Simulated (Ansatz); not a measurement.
**Equation of state of AlN**

```cif
data_structure
_symmetry_space_group_name_H-M 'P 1'
_symmetry_Int_Tables_number 1
_cell_length_a 2.7973
_cell_length_b 2.7973
_cell_length_c 2.7973
_cell_angle_alpha 60.000
_cell_angle_beta 60.000
_cell_angle_gamma 60.000
_cell_volume 15.48
loop_
_atom_site_label
_atom_site_type_symbol
_atom_site_fract_x
_atom_site_fract_y
_atom_site_fract_z
_atom_site_occupancy
Al1 Al 0.00000 0.00000 0.00000 1
N1 N 0.50000 0.50000 0.50000 1
```

The runs use the primitive cell with vectors (0.000, 1.978, 1.978), (1.978, 0.000, 1.978), (1.978, 1.978, 0.000) Å, to which the k mesh refers.

Conventional cell: a = 3.956 Å, b = 3.956 Å, c = 3.956 Å, α = 90.00°, β = 90.00°, γ = 90.00°. Al (atom 1) is surrounded by 6 N at 1.98 Å. N (atom 2) has 6 Al at 1.98 Å as nearest neighbours.

The geometry is COD entry 1523095, unchecked; take it as a test cell.

Methods: DFT, PBE, all-electron LAPW, scalar-relativistic (Ansatz 0.2.0); DFT, PBE, PAW with Ansatz's default frozen-core files, scalar-relativistic (Ansatz 0.2.0).

For LAPW: a Γ-centred 10×10×10 k mesh, Fermi–Dirac smearing of 0.02 eV, basis error target 1 meV/atom, no spin polarisation. PAW takes a cutoff of 420 eV at this cell. The Ansatz runs share mesh, smearing and spin set-up. Plane-wave (PAW) pressures include the program's estimate of the Pulay term.

The cell above is scaled evenly, with fractional coordinates and shape held.

```tsv
V/V(cell)	V (Å³/atom)	P, LAPW (GPa)	P, PAW (GPa)	gap on the k mesh, LAPW (eV)
0.9400	7.275	49.59	49.70	5.06
0.9500	7.352	45.10	45.19	5.08
0.9600	7.429	40.80	40.89	5.10
0.9750	7.545	34.73	34.81	5.14
0.9800	7.584	32.80	32.87	5.15
0.9900	7.662	29.07	29.14	5.17
1.0000	7.739	25.51	25.56	5.19
1.0100	7.816	22.12	22.16	5.17
1.0200	7.894	18.87	18.90	5.07
1.0250	7.932	17.31	17.33	5.02
1.0400	8.048	12.82	12.82	4.88
1.0500	8.126	10.00	9.99	4.78
1.0600	8.203	7.30	7.28	4.69
```
